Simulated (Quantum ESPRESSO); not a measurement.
Ni: equation of state with LDA

Crystal: Ni.

```xyz
1
Lattice="-1.3837 1.3837 1.3837 1.3837 -1.3837 1.3837 1.3837 1.3837 -1.3837" Properties=species:S:1:pos:R:3 pbc="T T T"
Ni    0.0000    0.0000    0.0000
```

This isn't the form of Ni at room conditions, which is fcc.

| Property | Result |
| --- | --- |
| Program | Quantum ESPRESSO 7.5 |
| Task | equation of state |
| Functional | LDA |
| Potentials or basis | GBRV 1.5 LDA |
| Cutoff | 612 eV |
| Density cutoff | 4898 eV |
| k mesh | 13 × 13 × 13 |
| Occupations | fermi-dirac, width 0.05 eV |
| Spin | collinear spin, ferromagnetic start |
| Starting moments | [1.0] μB |
| Form of the LDA correlation | PZ81 |
| Mixing beta | 0.3 |
| Most SCF iterations | 120 |
| SCF threshold | 2e-10 Ry |

* Equilibrium volume: 10.13 Å³/atom
* Bulk modulus: 241 GPa
* Pressure derivative of the bulk modulus: 4.6

Energy against volume, from the lowest point:
```
volume (Å³/atom)  energy (meV/atom)
           9.962               1.93
          10.174               0.00
          10.385               4.49
          10.597              14.81
          10.809              30.32
          11.021              50.40
          11.233              74.52
```

All runs of the series together: 57 s on 2 threads of Arm Neoverse V1 (shared host).
